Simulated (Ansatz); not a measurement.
A crystal relaxed with r2SCAN in the PAW code Ansatz has space group P6_3/mmc (No. 194) and a = 3.300 Å, c = 5.255 Å.

```
atom  site       x       y       z
  Be    2a  0.0000  0.0000  0.0000
  Xx    2c  0.3333  0.6667  0.2500
```

The r2SCAN gap is indirect, 1.81 eV (Γ to K), below the direct gap of 4.04 eV at Γ. With HSE06 the valence top lies at Γ and the conduction bottom at K, 2.26 eV higher; the smallest vertical gap, at Γ, is 4.43 eV. The PBE gap is indirect, 1.46 eV (Γ to K), below the direct gap of 3.45 eV at Γ. Meshes: r2SCAN 12×12×6, HSE06 6×6×4, PBE 12×12×6. r2SCAN's ε∞ is 7.9 along x and y, 8.5 along z.

Question: Which element is Xx?
A. O
B. S
C. Te
D. Se

Answer: B. Xx is S: BeS built on the NiAs prototype. Around Be lie 6 S at 2.31 Å; around S lie 6 Be at 2.31 Å.

The calculation is spin-unpolarised, and the structure need not be a phase that has been made.

The meshes of the hybrids are coarse, so their gaps aren't converged to the digits shown.
